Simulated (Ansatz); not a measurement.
# Ga: one crystal by all-electron and frozen-core methods

The same cell of Ga is computed with full-potential LAPW, PAW with frozen cores and all-electron PAW on datasets made for the crystal, to set the results side by side.

Program: Ansatz 0.2.0. Level of theory: DFT PBE, scalar-relativistic. These are calculated values, not measurements.

### Step 1. The starting structure

It takes space group Cmce (No. 64, orthorhombic). The conventional cell has a = 4.511 Å, b = 7.645 Å, c = 4.517 Å, α = 90.00°, β = 90.00°, γ = 90.00°. Ga (site symmetry m) is surrounded by 7 Ga at 2.44 to 2.79 Å.

Coordinates:

```cif
data_structure
_symmetry_space_group_name_H-M 'Cmce'
_symmetry_Int_Tables_number 64
_cell_length_a 4.5107
_cell_length_b 7.6448
_cell_length_c 4.5167
_cell_angle_alpha 90.000
_cell_angle_beta 90.000
_cell_angle_gamma 90.000
_cell_volume 155.75
loop_
_atom_site_label
_atom_site_type_symbol
_atom_site_symmetry_multiplicity
_atom_site_Wyckoff_symbol
_atom_site_fract_x
_atom_site_fract_y
_atom_site_fract_z
_atom_site_occupancy
Ga1 Ga 8 f 0.50000 0.34750 0.07850 1
```

The file gives the conventional cell by its symmetry; the runs use the cell typed in the input.

The cell is a deposited one (Crystallography Open Database entry 9008562); the temperature and pressure of the measurement aren't taken into account, and nothing was relaxed.

Atoms are numbered in the order of the input: Ga1, Ga2, Ga3, Ga4.

### Step 2. Full-potential LAPW

input.yaml

```yaml
crystal:
  lattice:
    - [2.25535, -3.8224, 0.0]
    - [2.25535, 3.8224, 0.0]
    - [0.0, 0.0, 4.5167]
  atoms:
    - { symbol: Ga, position: [0.1525, 0.8475, 0.0785] }
    - { symbol: Ga, position: [0.6525, 0.3475, 0.4215] }
    - { symbol: Ga, position: [0.8475, 0.1525, 0.9215] }
    - { symbol: Ga, position: [0.3475, 0.6525, 0.5785] }
kpoints:
  mp_grid: { grid: [11, 11, 9] }
  band_path:
    path:
      - [0.0, 0.0, 0.0]
      - [-0.5, 0.5, 0.0]
      - [-0.337035342, 0.662964658, 0.0]
      - [0.337035342, 0.337035342, 0.0]
      - [0.0, 0.0, 0.0]
      - [0.0, 0.0, 0.5]
      - [0.337035342, 0.337035342, 0.5]
      - [-0.337035342, 0.662964658, 0.5]
      - [-0.5, 0.5, 0.5]
    npoints: 14
scf:
  occupations: { method: fermi_dirac, width: 0.03 }
hamiltonian:
  xc: pbe
  pseudopotentials: { kind: all_electron, lapw: { basis_error: 0.001 } }
output:
  forces: true
  stress: true
  eigenvalues: true
  populations: true
  dos: { projected: true, de: 0.2, e_range: [-14, 8] }
```

Run with:

```bash
$ ansatz run input.yaml --threads 1 --pin off --max-ram 3072MiB --backend cpu --events-out ev --progress --plain --runs-dir out
```

Log:

```text
Ga: projections on atomic orbitals take those of the free atom 1s2 2s2 2p6 3s2 3p6 3d10 4s2 4p1, of charge +0.00 (hamiltonian.pseudopotentials.projection_atoms)
LAPW: plane waves up to 9.246 Å⁻¹, error target 1.0e-3 eV per atom; small_component_spin mean_spin; Ga in spheres of 1.219 Å, 21 of its electrons in bands, Dirac shells []
Engine: ansatz 0.2.0
Pseudopotentials: kind: all_electron
Pseudopotential: Ga, LAPW, valence charge 21, Koelling and Harmon's equation, gaussian nucleus
Functional definition: PBE
  parameter kappa = 0.804
  parameter beta = 0.06672455060314922
  exchange = pbe_x(kappa = kappa, mu = beta*pi^2/3)
  correlation = pbe_c(beta = beta)
Crystal: 4 atoms, lattice volume = 77.876 Å³
Basis set: ecut = 325.70363549066826 eV, 1049 PW (Γ), exchange–correlation at level 2
Bands: 51, of which v1, the nominal top of the filled ones, is band 42 counted from 1 (41 counted from 0)
Symmetry: 8 space group operations
Space group: Cmce (ITA 64), of the structure as read, at distance tolerance 4.3e-5 Å
k-points: 180 of 1089
Non-local potential: Ga, projectors of the file, none
Initial density: superposition of atomic densities (chi_scale 0.1, normalization cell)
Initial wavefunctions: plane waves of lowest kinetic energy (no species holds an atomic orbital)
Functional: x = pbe(κ = 0.804, μ = 0.2195149727645171), c = pbe(β = 0.06672455060314922)
iter 1 solved again at ethr=2.69e-4 eV; its pass at ethr=1.00e-1 eV (dr2=2.26e-1 eV) is discarded
SCF iter   1: F=—  HF=-211599.470383 eV  |F-HF|=—  |Δ(HF+E_count)|=         —  Δρ=1.98e-2  dr2=2.27e-1  ethr=2.69e-4  ⟨swp⟩=2.9  Hψ=57176  notcnv=0
preconditioner: auto → LDOS  [metal: Δε(μ)=0.021 eV  Ē_g=17.141 eV  σ=0.030 eV  W_gap=0.18  n_scr=20 (ndim 8)  ℏωp=30.3 eV  f_vac=0.025  D(μ)=0.93/eV (n_scr^D=2)  β→1.0]
iter 2 solved again at ethr=2.08e-5 eV; its pass at ethr=2.69e-4 eV (dr2=1.75e-2 eV) is discarded
SCF iter   2: F=—  HF=-211599.618848 eV  |F-HF|=—  |Δ(HF+E_count)|=   1.48e-1  Δρ=3.28e-3  dr2=1.75e-2  ethr=2.08e-5  ⟨swp⟩=2.0  Hψ=46328  notcnv=0
SCF iter   3: F=—  HF=-211599.364805 eV  |F-HF|=—  |Δ(HF+E_count)|=   2.54e-1  Δρ=3.52e-3  dr2=7.10e-3  ethr=2.08e-5  ⟨swp⟩=3.0  Hψ=32082  notcnv=0
SCF iter   4: F=—  HF=-211599.339531 eV  |F-HF|=—  |Δ(HF+E_count)|=   2.53e-2  Δρ=1.14e-3  dr2=6.85e-4  ethr=8.46e-6  ⟨swp⟩=2.0  Hψ=25914  notcnv=0
SCF iter   5: F=—  HF=-211599.339158 eV  |F-HF|=—  |Δ(HF+E_count)|=         —  Δρ=2.03e-4  dr2=3.89e-5  ethr=8.16e-7  ⟨swp⟩=2.0  Hψ=25911  notcnv=0
the basis was enlarged: its passes take 117.4 KiB over the memory plan, 1 of 1 planned eigensolver slots
SCF iter   6: F=—  HF=-211599.339140 eV  |F-HF|=—  |Δ(HF+E_count)|=   1.77e-5  Δρ=4.20e-5  dr2=6.87e-7  ethr=4.64e-8  ⟨swp⟩=3.0  Hψ=26452  notcnv=0
SCF iter   7: F=-211599.339141 eV  HF=-211599.339141 eV  |F-HF|=1.71e-8  |Δ(HF+E_count)|=   9.33e-7  Δρ=6.24e-6  dr2=2.10e-8  ethr=8.18e-10  ⟨swp⟩=3.0  Hψ=27002  notcnv=0
SCF 1 converged in 7 iterations: F = -211599.339141 eV  dr2 = 2.10e-8
NSCF: frozen V_eff on 113 k-points
SCF converged after 7 iterations
Free energy (F): -211599.339141 eV
Harris-Foulkes:  -211599.339141 eV  (|F-HF|=1.71e-8)
Internal energy: -211599.336380 eV  (E = F + TS)
E sigma→0 (E₀):  -211599.337761 eV
Entropy (-TS):   -0.002760 eV (-0.690 meV/atom)
Fermi energy:    11.155213 eV
--- Per-component energies (eV) ---
  E_band       = -3133.661936
  E_kinetic    = 215763.278219
  E_xc         = -8238.440518
  E_electrostatic = -419124.174082  (all electrons and nuclei)
  E_smearing   = -0.002760  (= −TS)
  E_closure    = 0.000000  (closes the sum)
  E_atoms      = -211587.778236  (free atoms, spherical and without spin; not in F)
  Σ components = -211599.339141   (vs F -211599.339141, Δ=0.00e0)
  Basis errors (estimates in eV, not in F): energy 4.0e-4 per atom: plane waves 3.8e-4 (2.1e-4 summed), levels above the bands 8.4e-115, relativity 1.4e-8, radial functions 2.5e-5, core shells 2.4e-10; eigenvalues (radial functions only) 4.6e-7; not estimated: angular momenta, meshes, grids; target (lapw.basis_error) 1.0e-3; muffin-tin radii Ga 1.219 Å
--- Forces (eV/Å), atoms counted from 1 ---
  atom   1  Ga     0.00000000    -0.44674614     0.12199079
  atom   2  Ga     0.00000000    -0.44674614    -0.12199079
  atom   3  Ga     0.00000000     0.44674614    -0.12199079
  atom   4  Ga     0.00000000     0.44674614     0.12199079
  max |Σ_I F_I| component: 5.55e-17 eV/Å
--- Stress (GPa, compression-positive) ---
        1.461975       0.000000       0.000000
        0.000000       4.084280       0.000000
        0.000000       0.000000       1.432285
  P = ⅓ Tr σ = 2.3262 GPa (23.262 kbar)
--- Band table (eV; the first three rows and the last of 180) ---
  k-point 0: bands = ["-132.6494", "-132.6485", "-132.6474", "-132.6473", "-83.3951", "-83.3927", "-83.3902", "-83.3894", "-83.3889", "-83.3872", "-83.3848", "-83.3833", "-83.3632", "-83.3619", "-83.3465", "-83.3461", "-4.0045", "-3.9974", "-3.9943", "-3.9710", "-3.9143", "-3.8830", "-3.8381", "-3.7760", "-3.7714", "-3.7448", "-3.7368", "-3.7276", "-3.7219", "-3.6992", "-3.6630", "-3.6090", "-3.5518", "-3.5313", "-3.5278", "-3.4225", "0.0725", "6.7882", "7.4541", "9.4630", "9.5560", "10.2432", "12.0467", "12.0822", "12.0960", "16.2672", "16.5889", "17.8354", "17.8527", "18.4072", "18.9895"]
  k-point 1: bands = ["-132.6494", "-132.6485", "-132.6474", "-132.6473", "-83.3950", "-83.3928", "-83.3901", "-83.3892", "-83.3889", "-83.3871", "-83.3849", "-83.3835", "-83.3632", "-83.3619", "-83.3465", "-83.3461", "-4.0164", "-3.9883", "-3.9818", "-3.9736", "-3.9142", "-3.8816", "-3.8408", "-3.8054", "-3.7615", "-3.7554", "-3.7430", "-3.7149", "-3.7035", "-3.6927", "-3.6742", "-3.5987", "-3.5518", "-3.5313", "-3.5286", "-3.4273", "0.1641", "5.7227", "8.5173", "9.5454", "9.6488", "10.3070", "11.8819", "12.1173", "12.4609", "15.5304", "15.9927", "17.0303", "17.8515", "17.8938", "18.2533"]
  k-point 2: bands = ["-132.6493", "-132.6486", "-132.6474", "-132.6473", "-83.3949", "-83.3931", "-83.3899", "-83.3890", "-83.3888", "-83.3868", "-83.3852", "-83.3840", "-83.3630", "-83.3620", "-83.3465", "-83.3462", "-4.0210", "-3.9797", "-3.9709", "-3.9698", "-3.9132", "-3.8840", "-3.8350", "-3.8335", "-3.7863", "-3.7848", "-3.7169", "-3.7022", "-3.7010", "-3.6911", "-3.6568", "-3.5797", "-3.5513", "-3.5324", "-3.5311", "-3.4416", "0.4391", "4.4694", "9.7009", "9.7916", "9.9230", "10.4858", "11.8494", "12.1691", "12.9024", "14.7594", "15.0724", "15.8044", "16.9054", "17.0566", "17.1094"]
  k-point 179: bands = ["-132.6487", "-132.6487", "-132.6477", "-132.6475", "-83.3951", "-83.3944", "-83.3889", "-83.3884", "-83.3876", "-83.3871", "-83.3854", "-83.3845", "-83.3621", "-83.3621", "-83.3469", "-83.3466", "-4.0462", "-4.0157", "-3.9667", "-3.9659", "-3.9458", "-3.9281", "-3.8816", "-3.8551", "-3.7721", "-3.7405", "-3.6909", "-3.6872", "-3.6506", "-3.6368", "-3.6299", "-3.6118", "-3.5392", "-3.5295", "-3.4917", "-3.4790", "3.2263", "3.9254", "5.4944", "5.9612", "9.5079", "10.0428", "10.3708", "10.5844", "16.9385", "17.6693", "18.9659", "19.2709", "19.4972", "20.1877", "21.6620"]
--- Löwdin populations: 4 sites ---
  site symbol       q [e]
     0     Ga     30.9849
     1     Ga     30.9849
     2     Ga     30.9849
     3     Ga     30.9849
  spilling = 0.000486 (of n_electrons = 124.000000)
```

It took 3.9 min on 1 thread of Intel Xeon Platinum 8488C (Sapphire Rapids), shared host.

Result: pressure 2.33 GPa; no gap; largest force 0.463 eV/Å.

At the corners of the path (eV, zero at the Fermi level):

| point | band 39 | band 40 | band 41 | band 42 | band 43 | band 44 | band 45 |
| --- | --- | --- | --- | --- | --- | --- | --- |
| Γ | -3.70 | -1.69 | -1.60 | -0.91 | 0.89 | 0.93 | 0.94 |
| Y | -4.30 | -3.27 | -1.66 | -1.44 | 1.02 | 1.07 | 3.31 |
| C0 | -6.74 | -1.00 | -0.98 | -0.39 | -0.10 | 1.01 | 1.88 |
| Σ0 | -6.74 | -1.00 | -0.98 | -0.39 | -0.10 | 1.01 | 1.88 |
| Γ | -3.70 | -1.69 | -1.60 | -0.91 | 0.89 | 0.93 | 0.94 |
| Z | -0.20 | -0.20 | -0.04 | -0.04 | 0.10 | 0.10 | 2.13 |
| A0 | -6.11 | -6.11 | -3.71 | -3.71 | 4.10 | 4.10 | 5.07 |
| E0 | -6.11 | -6.11 | -3.71 | -3.71 | 4.10 | 4.10 | 5.07 |
| T | -5.58 | -5.58 | -1.26 | -1.26 | -0.90 | -0.90 | 6.59 |

States per cell in windows of 1 eV (zero at the Fermi level; grid of 0.20 eV, so sharp peaks spill over the borders):

| from | to | total | Ga 4p | Ga 4s |
| --- | --- | --- | --- | --- |
| -10 | -9 | 0.71 | 0.32 | 0.38 |
| -9 | -8 | 0.84 | 0.39 | 0.43 |
| -8 | -7 | 1.01 | 0.46 | 0.53 |
| -7 | -6 | 0.99 | 0.46 | 0.52 |
| -6 | -5 | 1.22 | 0.63 | 0.58 |
| -5 | -4 | 1.12 | 0.58 | 0.52 |
| -4 | -3 | 1.09 | 0.69 | 0.38 |
| -3 | -2 | 1.38 | 1.06 | 0.31 |
| -2 | -1 | 1.94 | 1.67 | 0.25 |
| -1 | 0 | 1.31 | 1.13 | 0.16 |
| 0 | 1 | 1.01 | 0.71 | 0.27 |
| 1 | 2 | 1.97 | 1.27 | 0.62 |
| 2 | 3 | 1.72 | 1.20 | 0.44 |
| 3 | 4 | 1.90 | 1.37 | 0.40 |
| 4 | 5 | 2.05 | 1.49 | 0.35 |

(Part 1 of 2 ends here.)
